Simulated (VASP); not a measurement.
# Moments of MnO (Manganosite) against U

Aim: follow the moments of MnO (Manganosite) as U grows. The starting structure is a measured crystal structure from the Crystallography Open Database. The reference starts from antiferromagnetic moments, in one pattern that fits into this cell.

Method: Kohn-Sham DFT with plane waves and PAW; PBEsol, PBEsol+U (Mn d 2 eV), PBEsol+U (Mn d 4 eV) and PBEsol+U (Mn d 6 eV), in VASP 6.6.1.

## Step 1: Set-up

The structure is cubic, space group Fm-3m (No. 225). The conventional cell has a = 4.446 Å, b = 4.446 Å, c = 4.446 Å, α = 90.00°, β = 90.00°, γ = 90.00°. Nearest to Mn lie 6 O at 2.22 Å. Nearest to O lie 6 Mn at 2.22 Å. Farther neighbours and most contacts between anions are not listed.

## Step 2: Run with PBEsol

PBEsol restores the gradient expansion of exchange and is tuned for the cells of solids.

Contents of INCAR:

```
SYSTEM = MnO
PREC = Accurate
ENCUT = 480
EDIFF = 1E-07
NELM = 200
ISMEAR = 0
SIGMA = 0.05
LREAL = .FALSE.
ALGO = Normal
GGA = PS
NBANDS = 27
ISPIN = 2
MAGMOM = 4.8 -4.8 0 0
LASPH = .TRUE.
LMAXMIX = 4
LORBIT = 11
LWAVE = .FALSE.
LCHARG = .FALSE.
KPAR = 8
```

Contents of POSCAR:

```
MnO
1.0
    0.0000000000      2.2230000000      2.2230000000
    2.2230000000      0.0000000000      2.2230000000
    4.4460000000      4.4460000000      0.0000000000
Mn O
2 2
Direct
    0.0000000000      0.0000000000      0.0000000000
    0.0000000000      0.0000000000      0.5000000000
    0.5000000000      0.5000000000      0.2500000000
    0.5000000000      0.5000000000      0.7500000000
```

Contents of KPOINTS:

```
Automatic mesh
0
Gamma
14 14 14
0 0 0
```

Potentials, in the order of the species: Mn_pv and O (PBE family, release 64).

Run with:

```console
$ mpirun -np 8 vasp_std
```

The log of the run:

```text
[banner, memory and clock lines left out]
running    8 mpi-ranks, on    1 nodes
 distrk:  each k-point on    1 cores,    8 groups
 distr:  one band on    1 cores,    1 groups

 POSCAR found type information on POSCAR MnO
 POSCAR found :  2 types and       4 ions
|                                                                             |
|           W    W    AA    RRRRR   N    N  II  N    N   GGGG   !!!           |
|           W    W   A  A   R    R  NN   N  II  NN   N  G    G  !!!           |
|           W    W  A    A  R    R  N N  N  II  N N  N  G       !!!           |
|           W WW W  AAAAAA  RRRRR   N  N N  II  N  N N  G  GGG   !            |
|           WW  WW  A    A  R   R   N   NN  II  N   NN  G    G                |
|           W    W  A    A  R    R  N    N  II  N    N   GGGG   !!!           |
|                                                                             |
|     For optimal performance we recommend to set                             |
|       NCORE = 2 up to number-of-cores-per-socket                            |
|     NCORE specifies how many cores store one orbital (NPAR=cpu/NCORE).      |
|     This setting can greatly improve the performance of VASP for DFT.       |
|     The default, NCORE=1 might be grossly inefficient on modern             |
|     multi-core architectures or massively parallel machines. Do your        |
|     Unfortunately you need to use the default for GW and RPA                |
|     calculations (for HF NCORE is supported but not extensively tested      |
|     yet).                                                                   |
|                                                                             |

|                                                                             |
|               ----> ADVICE to this user running VASP <----                  |
|                                                                             |
|     You enforced a specific xc type in the INCAR file but a different       |
|     [... a line on the potential file left out ...]
|     I HOPE YOU KNOW WHAT YOU ARE DOING!                                     |
|                                                                             |

 LDA part: xc-table for (Slater+PW92), standard interpolation
 POSCAR, INCAR and KPOINTS ok, starting setup
 FFT: planning ... GRIDC
 FFT: planning ... GRID_SOFT
 FFT: planning ... GRID
 WAVECAR not read
 entering main loop
       N       E                     dE             d eps       ncg     rms          rms(c)
DAV:   1     0.428364304816E+03    0.42836E+03   -0.20796E+04 31952   0.164E+03
DAV:   2    -0.124074628981E+01   -0.42961E+03   -0.41076E+03 31889   0.475E+02
DAV:   3    -0.382867013306E+02   -0.37046E+02   -0.36349E+02 33760   0.146E+02
DAV:   4    -0.391228307293E+02   -0.83613E+00   -0.83104E+00 34607   0.230E+01
DAV:   5    -0.391323811890E+02   -0.95505E-02   -0.95473E-02 33627   0.269E+00    0.192E+01
DAV:   6    -0.350009474049E+02    0.41314E+01   -0.26260E+01 37681   0.482E+01    0.167E+01
DAV:   7    -0.347362390552E+02    0.26471E+00   -0.30889E+00 33999   0.216E+01    0.108E+01
DAV:   8    -0.347362922590E+02   -0.53204E-04   -0.55982E-01 33550   0.466E+00    0.636E+00
DAV:   9    -0.347060222821E+02    0.30270E-01   -0.48749E-02 38410   0.308E+00    0.157E+00
DAV:  10    -0.347082633965E+02   -0.22411E-02   -0.24002E-02 33512   0.147E+00    0.285E-01
DAV:  11    -0.347092449058E+02   -0.98151E-03   -0.11880E-03 33414   0.347E-01    0.978E-02
DAV:  12    -0.347093062303E+02   -0.61325E-04   -0.88023E-05 33850   0.740E-02    0.404E-02
DAV:  13    -0.347093232349E+02   -0.17005E-04   -0.20949E-05 37121   0.506E-02    0.203E-02
DAV:  14    -0.347093224915E+02    0.74332E-06   -0.61401E-06 34739   0.321E-02    0.663E-03
DAV:  15    -0.347093224468E+02    0.44692E-07   -0.57719E-06 33498   0.152E-02    0.327E-03
DAV:  16    -0.347093222858E+02    0.16104E-06   -0.28724E-07 27508   0.479E-03    0.203E-03
DAV:  17    -0.347093222716E+02    0.14236E-07   -0.10846E-07 16836   0.221E-03
   1 F= -.34709322E+02 E0= -.34709322E+02  d E =-.398043E-27  mag=    -0.0000
```

Wall time 1.9 min (8 MPI ranks of AMD EPYC 7R43, shared host); peak memory 4 GiB; 15 min of CPU time.

Lines that name or quote the potential files are left out of all logs, and their timing lines are given in words.

Parts of OUTCAR (step 2):

```text
ion  position               nearest neighbor table
   1  0.000  0.000  0.000-   4 2.22   3 2.22   4 2.22   3 2.22   4 2.22   3 2.22   2 3.14   2 3.14
                             2 3.14   2 3.14   2 3.14   2 3.14
   2  0.000  0.000  0.500-   3 2.22   3 2.22   4 2.22   3 2.22   4 2.22   4 2.22   1 3.14   1 3.14
                             1 3.14   1 3.14   1 3.14   1 3.14
   3  0.500  0.500  0.250-   1 2.22   1 2.22   2 2.22   1 2.22   2 2.22   2 2.22
   4  0.500  0.500  0.750-   2 2.22   1 2.22   2 2.22   1 2.22   2 2.22   1 2.22

  LATTYP: Found a trigonal (rhomboedric) cell.
 ALAT       =     5.4452156982
 COS(alpha) =     0.8333333333

 Subroutine GETGRP returns: Found 12 space group operations
 (whereof 12 operations were pure point group operations)

The static configuration has the point symmetry D_3d.

 Found    288 irreducible k-points:

   k-points           NKPTS =    288   k-points in BZ     NKDIM =    288   number of bands    NBANDS=     27

   dimension x,y,z NGX =    24 NGY =   24 NGZ =   48
   dimension x,y,z NGXF=    48 NGYF=   48 NGZF=   96

   ENCUT  =  480.0 eV  35.28 Ry    5.94 a.u.   5.62  5.62 11.23*2*pi/ulx,y,z

   NELECT =      38.0000    total number of electrons

 k-points in reciprocal lattice and weights: Automatic mesh
   0.00000000  0.00000000  0.00000000       0.000
   0.07142857  0.00000000  0.00000000       0.002
   0.14285714  0.00000000  0.00000000       0.002
   0.21428571  0.00000000  0.00000000       0.002
   0.28571429  0.00000000  0.00000000       0.002
   0.35714286  0.00000000  0.00000000       0.002
   0.42857143  0.00000000  0.00000000       0.002
   0.50000000  0.00000000  0.00000000       0.001
   0.07142857  0.07142857  0.00000000       0.002
[...]
0.00000000  0.00000000  0.50000000       0.000
   0.50000000  0.00000000  0.50000000       0.001

 average (electrostatic) potential at core
       1 -67.1233       2 -67.1233       3 -68.9011       4 -68.9011

 E-fermi :   7.0203

 spin component 1
 k-point     1 :       0.0000    0.0000    0.0000
  band No.  band energies     occupation
    ...
     15       4.6061      1.00000
     16       4.6061      1.00000
     17       4.8103      1.00000
     18       5.9800      1.00000
     19       5.9800      1.00000
     20       7.4217      0.00000
     21       8.8103      0.00000
     22       8.8103      0.00000
     23       8.8139      0.00000
     24      10.2275      0.00000
    ...

 k-point     2 :       0.0714    0.0000    0.0000
  band No.  band energies     occupation
    ...
     15       4.6674      1.00000
     16       4.7021      1.00000
     17       4.8732      1.00000
     18       6.0843      1.00000
     19       6.0861      1.00000
     20       7.7743      0.00000
     21       8.7217      0.00000
     22       8.8438      0.00000
     23       8.8499      0.00000
     24      10.0707      0.00000
    ...

 k-point     3 :       0.1429    0.0000    0.0000
  band No.  band energies     occupation
    ...
     15       4.6757      1.00000
     16       4.8522      1.00000
     17       4.9891      1.00000
     18       6.3027      1.00000
     19       6.3151      1.00000
     20       8.4427      0.00000
     21       8.6114      0.00000
     22       8.9607      0.00000
     23       8.9792      0.00000
     24       9.9060      0.00000
    ...

 k-point     4 :       0.2143    0.0000    0.0000
  band No.  band energies     occupation
    ...
     15       4.6224      1.00000
     16       4.9886      1.00000
     17       5.1033      1.00000
     18       6.4899      1.00000
     19       6.5041      1.00000
     20       8.3178      0.00000
     21       8.9515      0.00000
     22       9.1174      0.00000
     23       9.6166      0.00000
     24       9.8869      0.00000
    ...

 k-point     5 :       0.2857    0.0000    0.0000
  band No.  band energies     occupation
    ...
     15       4.5053      1.00000
     16       5.1049      1.00000
     17       5.2178      1.00000
     18       6.5539      1.00000
     19       6.5743      1.00000
     20       8.2009      0.00000
     21       9.1329      0.00000
     22       9.2846      0.00000
     23       9.9951      0.00000
     24      10.0500      0.00000
    ...

 k-point     6 :       0.3571    0.0000    0.0000
  band No.  band energies     occupation
    ...
     15       4.3139      1.00000
     16       5.1876      1.00000
     17       5.3214      1.00000
     18       6.4819      1.00000
     19       6.5675      1.00000
     20       8.1776      0.00000
     21       9.3189      0.00000
     22       9.4377      0.00000
     23      10.1911      0.00000
     24      10.1972      0.00000
    ...

  Total       -2.1225161     -2.1225161     -2.1225161     -0.4826922      0.4826922      0.4826922
  in kB      -77.3897043    -77.3897043    -77.3897043    -17.5995863     17.5995863     17.5995863
  external PRESSURE =     -77.3897043 kB  Pullay stress =       0.0000000 kB

  energy-cutoff  :      480.00
  volume of cell :       43.94
      direct lattice vectors                 reciprocal lattice vectors
     0.000000000  2.223000000  2.223000000    -0.224921278  0.224921278  0.224921278
     2.223000000  0.000000000  2.223000000     0.224921278 -0.224921278  0.224921278
     4.446000000  4.446000000  0.000000000     0.112460639  0.112460639 -0.112460639

 POSITION                                       TOTAL-FORCE (eV/Angst)
 -----------------------------------------------------------------------------------
      0.00000      0.00000      0.00000         0.000000      0.000000      0.000000
      2.22300      2.22300      0.00000        -0.000000      0.000000      0.000000
      2.22300      2.22300      2.22300        -0.000000     -0.000000      0.000000
      4.44600      4.44600      2.22300        -0.000000     -0.000000     -0.000000
 -----------------------------------------------------------------------------------
    total drift:                                0.000000     -0.000000     -0.000000

  FREE ENERGIE OF THE ION-ELECTRON SYSTEM (eV)
  ---------------------------------------------------
  free  energy   TOTEN  =       -34.7093222716 eV

  energy  without entropy=      -34.7093222716  energy(sigma->0) =      -34.70932227

 total charge
# of ion       s       p       d       tot
------------------------------------------
    1        0.203   6.179   4.978  11.359
    2        0.203   6.179   4.978  11.359
    3        1.561   3.394   0.000   4.955
    4        1.561   3.394   0.000   4.955
--------------------------------------------------
tot          3.529  19.146   9.955  32.630

 magnetization (x)
# of ion       s       p       d       tot
------------------------------------------
    1        0.014   0.016   4.287   4.316
    2       -0.014  -0.016  -4.287  -4.316
    3        0.000   0.000   0.000   0.000
    4        0.000   0.000   0.000   0.000
--------------------------------------------------
tot          0.000   0.000   0.000   0.000

[... 1 further part left out ...]
```

The PAW data sets were made with PBE, which is usual practice but a small mismatch for other functionals. At this level the cell is under a tension of 7.7 GPa, so at these settings it is away from equilibrium.

PBEsol: the moments inside the Mn spheres have a mean size of 4.32 μB, and the cell carries 0.00 μB, with a gap of 0.76 eV on the mesh.

## Step 3: Run with PBEsol+U (Mn d 2 eV)

The U is chosen by hand, not computed for this crystal, and pushes the named shell towards whole occupations. Against step 2 the input has LDAU = .TRUE., LDAUTYPE = 2, LDAUL = 2 -1, LDAUU = 2 0, LDAUJ = 0 0 and LDAUPRINT = 1.

Changes to INCAR since step 2:

```diff
@@ -13,2 +13,8 @@
 MAGMOM = 4.8 -4.8 0 0
+LDAU = .TRUE.
+LDAUTYPE = 2
+LDAUL = 2 -1
+LDAUU = 2 0
+LDAUJ = 0 0
+LDAUPRINT = 1
 LASPH = .TRUE.
```

POSCAR is that of step 2.

KPOINTS is that of step 2.

Run with:

```console
$ mpirun -np 8 vasp_std
```

The log of the run:

```text
[banner, memory and clock lines left out]
running    8 mpi-ranks, on    1 nodes
[...]
[... a notice as in an earlier step ...]

 [... a notice as in an earlier step ...]

 LDA part: xc-table for (Slater+PW92), standard interpolation
 POSCAR, INCAR and KPOINTS ok, starting setup
[...]
entering main loop
       N       E                     dE             d eps       ncg     rms          rms(c)
DAV:   1     0.432490839904E+03    0.43249E+03   -0.20807E+04 31944   0.164E+03
DAV:   2     0.132068811829E+01   -0.43117E+03   -0.41245E+03 31826   0.476E+02
DAV:   3    -0.357957856700E+02   -0.37116E+02   -0.36471E+02 33895   0.146E+02
DAV:   4    -0.366274344483E+02   -0.83165E+00   -0.82767E+00 34798   0.230E+01
[...]
DAV:  13    -0.335515405415E+02    0.77491E-05   -0.18319E-05 32529   0.355E-02    0.272E-02
DAV:  14    -0.335515566992E+02   -0.16158E-04   -0.20716E-06 33487   0.186E-02    0.810E-03
DAV:  15    -0.335515566735E+02    0.25748E-07   -0.55246E-07 29128   0.738E-03
   1 F= -.33551557E+02 E0= -.33551557E+02  d E =-.207107E-29  mag=    -0.0000
```

The job ended after 95 s (8 MPI ranks; peak memory 3.9 GiB; 13 min of CPU time).

From OUTCAR (step 3):

```text
  Total       -1.1710067     -1.1710067     -1.1710067     -0.3666821      0.3666821      0.3666821
  in kB      -42.6964336    -42.6964336    -42.6964336    -13.3697073     13.3697073     13.3697073
  external PRESSURE =     -42.6964336 kB  Pullay stress =       0.0000000 kB

 POSITION                                       TOTAL-FORCE (eV/Angst)
 -----------------------------------------------------------------------------------
      0.00000      0.00000      0.00000         0.000000      0.000000     -0.000000
      2.22300      2.22300      0.00000        -0.000000     -0.000000      0.000000
      2.22300      2.22300      2.22300         0.000000      0.000000      0.000000
      4.44600      4.44600      2.22300        -0.000000     -0.000000     -0.000000
 -----------------------------------------------------------------------------------
    total drift:                                0.000000      0.000000     -0.000000

  FREE ENERGIE OF THE ION-ELECTRON SYSTEM (eV)
  ---------------------------------------------------
  free  energy   TOTEN  =       -33.5515566735 eV

  energy  without entropy=      -33.5515566735  energy(sigma->0) =      -33.55155667

 magnetization (x)
# of ion       s       p       d       tot
------------------------------------------
    1        0.016   0.018   4.428   4.463
    2       -0.016  -0.018  -4.428  -4.463
    3        0.000   0.000   0.000   0.000
    4        0.000   0.000   0.000   0.000
--------------------------------------------------
tot         -0.000   0.000   0.000  -0.000

[... 2 parts as in an earlier step ...]

[... 1 further part left out ...]
[key lines of the parts left out:]
E-fermi :   6.5801
```

PBEsol+U (Mn d 2 eV): the moments inside the Mn spheres have a mean size of 4.46 μB, and the cell carries 0.00 μB, with a gap of 1.27 eV on the mesh.

## Step 4: Run with PBEsol+U (Mn d 4 eV)

Against step 2 the input has LDAU = .TRUE., LDAUTYPE = 2, LDAUL = 2 -1, LDAUU = 4 0, LDAUJ = 0 0 and LDAUPRINT = 1.

Changes to INCAR since step 3:

```diff
@@ -16,3 +16,3 @@
 LDAUL = 2 -1
-LDAUU = 2 0
+LDAUU = 4 0
 LDAUJ = 0 0
```

POSCAR is that of step 3.

KPOINTS is that of step 3.

Run with:

```console
$ mpirun -np 8 vasp_std
```

The log of the run:

```text
[... set-up lines as in an earlier step ...]
 entering main loop
       N       E                     dE             d eps       ncg     rms          rms(c)
DAV:   1     0.436370936056E+03    0.43637E+03   -0.20821E+04 31936   0.164E+03
DAV:   2     0.376906788638E+01   -0.43260E+03   -0.41407E+03 31794   0.477E+02
DAV:   3    -0.333851172262E+02   -0.37154E+02   -0.36549E+02 34269   0.147E+02
DAV:   4    -0.342068787888E+02   -0.82176E+00   -0.81858E+00 34956   0.229E+01
[...]
DAV:  14    -0.325921078934E+02   -0.20717E-04   -0.55073E-06 33986   0.323E-02    0.233E-02
DAV:  15    -0.325921087631E+02   -0.86976E-06   -0.27438E-06 33496   0.140E-02    0.237E-03
DAV:  16    -0.325921086900E+02    0.73174E-07   -0.20958E-07 27258   0.409E-03
   1 F= -.32592109E+02 E0= -.32592109E+02  d E =-.639712E-18  mag=    -0.0000
```

Run time: 1.8 min. Hardware: 8 MPI ranks; peak memory 3.9 GiB.

(Part 1 of 2 ends here.)

[Lines on the potential files, build, host, timing and source positions are cut from VASP's logs without a mark.]

[Logs are printed without paths, hosts, clocks, repeated set-up lines and the standing remarks that a program may print on its own settings, such as how far it seeks lower states.]

[Hosts, paths, dates, database ids (printed as entryN), source tags and the programs' standing remarks are cut or masked in the printed files.]
